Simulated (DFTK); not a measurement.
# MoS2 (P1) in DFTK: single point with PBE

Aim: the single point of MoS2 with PBE.

Program: DFTK 0.8.2. These are calculated values, not measurements. Logs are shortened: lines on timing, memory, paths and dates and some standing lists are left out, and cuts for length are marked.

### Step 1. The cell of the first run

The typed cell holds 3 atoms: a = 6.415 Å, b = 6.415 Å, c = 6.415 Å, α = 28.52°, β = 28.52°, γ = 28.52°.

### Step 2. Single point, PBE (atoms moved at random, drawn with an rms of 0.05 Å)

Contents of run.jl:

```julia
using DFTK
using PseudoPotentialData
using Unitful, UnitfulAtomic
using LinearAlgebra, Printf
include("save.jl")
disable_threading()

# lattice vectors are the columns
lattice = austrip(1u"Å") * [          1.58          -1.58            0.0;
             0.9122134253   0.9122134253  -1.8244268506;
                     6.15           6.15           6.15]
symbols   = [:Mo, :S, :S]
positions = [[0.001086, -0.005346, 0.002286],
             [0.393819, 0.431755, 0.433589],
             [0.241998, 0.243943, 0.260312]]
pseudopotentials = PseudoFamily("dojo.nc.sr.pbe.v0_4_1.standard.upf")
elements = Dict(s => ElementPsp(s, pseudopotentials) for s in unique(symbols))
atoms    = [elements[s] for s in symbols]

build_model(lattice, positions; symmetries=true) =
    model_DFT(lattice, atoms, positions;
              functionals=PBE(),
              temperature=austrip(0.05u"eV"),
              smearing=Smearing.FermiDirac(),
              symmetries)
Ecut  = 40.0  # hartree
kgrid = [4, 4, 4]
tol   = 1e-6
to_GPa = ustrip(uconvert(u"GPa", 1u"hartree/bohr^3"))

model = build_model(lattice, positions)
basis = PlaneWaveBasis(model; Ecut, kgrid)
display(basis)
scfres = self_consistent_field(basis;
                               tol,
                               nbandsalg=AdaptiveBands(model; n_bands_converge=18))
display(scfres.energies)
@printf "Fermi level: %.6f eV\n" ustrip(auconvert(u"eV", something(scfres.εF, NaN)))
forces = compute_forces_cart(scfres)
println("Forces (eV/Å)")
for (s, f) in zip(symbols, forces)
    @printf "%-3s %12.6f %12.6f %12.6f\n" s ustrip.(auconvert.(u"eV/Å", f))...
end
stress = compute_stresses_cart(scfres)
println("Stress (GPa)")
display(round.(stress * to_GPa; digits=4))
println("Levels at the first k-point (eV): ", round.(ustrip.(auconvert.(u"eV", scfres.eigenvalues[1][1:scfres.n_bands_converge])); digits=4))
save_scf!(scfres; forces, stress)
```

Potentials or basis: dojo.nc.sr.pbe.v0_4_1.standard.upf (PBE).

On the command line:

```sh
julia --threads=1 run.jl  # save.jl only writes the numbers to a file and isn't shown; printed stress counts tension as positive; times include loading and compiling
```

The program printed:

```text
PlaneWaveBasis discretization:

    Ecut                 : 40.0 Ha
    fft_size             : (72, 72, 72), 373248 total points
    kgrid                : MonkhorstPack([4, 4, 4])
    num.   red. kpoints  : 64
    num. irred. kpoints  : 64

    Discretized Model(gga_x_pbe+gga_c_pbe, 3D):
        lattice (in Bohr)    : [2.98577   , -2.98577  , 0         ]
                               [1.72383   , 1.72383   , -3.44767  ]
                               [11.6218   , 11.6218   , 11.6218   ]
        unit cell volume     : 358.9 Bohr³

        atoms                : MoS₂
        pseudopot. family    : PseudoFamily("dojo.nc.sr.pbe.v0_4_1.standard.upf")

        num. electrons       : 26
        spin polarization    : none
        temperature          : 0.0018375 Ha
        smearing             : DFTK.Smearing.FermiDirac()

        terms                : Kinetic()
                               AtomicLocal()
                               AtomicNonlocal()
                               Ewald(nothing)
                               PspCorrection()
                               Hartree()
                               Xc(gga_x_pbe, gga_c_pbe)
                               Entropy()
n     Energy            log10(ΔE)   log10(Δρ)   Diag   Δtime
---   ---------------   ---------   ---------   ----   ------
  1   -92.23093354846                   -0.55    6.7     100s
  2   -92.43289102426       -0.69       -1.02    2.1    55.4s
  3   -92.44742326668       -1.84       -1.42    3.6    67.2s
  4   -92.44830808515       -3.05       -2.05    1.6    47.8s
  5   -92.44838595032       -4.11       -2.53    2.6    56.6s
  6   -92.44839343466       -5.13       -3.40    2.2    56.1s
  7   -92.44839377219       -6.47       -3.79    3.6    67.3s
  8   -92.44839377865       -8.19       -4.32    1.9    48.4s
  9   -92.44839378176       -8.51       -4.95    3.0    56.6s
 10   -92.44839378193       -9.79       -5.31    2.5    60.2s
 11   -92.44839378195      -10.55       -5.97    2.0    51.6s
 12   -92.44839378196      -11.83       -6.35    3.4    63.8s
Energy breakdown (in Ha):
    Kinetic             30.0036057
    AtomicLocal         -85.9960758
    AtomicNonlocal      11.6184523
    Ewald               -60.4478179
    PspCorrection       2.4625843
    Hartree             26.5987229
    Xc                  -16.6878651
    Entropy             -0.0000000

    total               -92.448393781956
Fermi level: 9.072129 eV
Forces (eV/Å)
Mo     -0.792855    -0.520662     0.763689
S       0.621248     0.258334    -0.612168
S       0.171533     0.262282    -0.151552
Stress (GPa)
3×3 StaticArraysCore.SMatrix{3, 3, Float64, 9} with indices SOneTo(3)×SOneTo(3):
 -1.6379   0.6688  -2.076
  0.6688  -2.5789  -0.0142
 -2.076   -0.0142  -0.8373
Levels at the first k-point (eV): [-52.9681, -27.1197, -26.8933, -26.8787, -6.4289, -4.7849, 1.6573, 5.2931, 5.3987, 6.2325, 6.6547, 7.1956, 7.4852, 10.3341, 10.7753, 10.9243, 11.0761, 14.1798]
```

Run time: 18 min. Hardware: 1 thread of Intel Xeon Platinum 8259CL at 2.50GHz (Skylake/Cascade Lake), shared host; peak memory 3.2 GiB.

Results:

```yaml
Free_energy: -2515.6490 eV
Pressure: 1.7 GPa
Largest_force: 1.218 eV/Å
Band_gap_on_the_k_mesh: 1.19 eV, indirect (least direct gap 1.91 eV)
```

Forces in eV/Å, atoms in the order of the input:
```
Mo  -0.793 -0.521  0.764
S    0.621  0.258 -0.612
S    0.172  0.262 -0.152
```

Levels at points of the mesh, in eV from the valence-band top:
```tsv
k point	band 11	band 12	band 13	band 14	band 15	band 16
(0.00, 0.00, 0.00)	-1.88	-1.34	-1.05	1.80	2.24	2.39
(-0.50, 0.00, 0.00)	-2.20	-1.49	-1.35	1.74	2.07	3.36
(0.00, -0.50, 0.00)	-2.43	-1.62	-1.26	1.68	2.08	3.20
(-0.50, -0.50, 0.00)	-2.99	-1.71	-1.21	1.64	2.19	3.06
(0.00, 0.00, -0.50)	-2.40	-1.62	-1.28	1.68	2.08	3.22
(-0.50, 0.00, -0.50)	-2.96	-1.71	-1.20	1.64	2.19	3.07
(0.00, -0.50, -0.50)	-2.90	-1.71	-1.13	1.69	2.18	2.86
(-0.50, -0.50, -0.50)	-2.27	-1.83	0.00	1.91	2.16	2.38
```

Caveat: the k mesh is coarse (spacing up to 0.58 Å⁻¹), so the values aren't converged. A k mesh can miss the band edges.
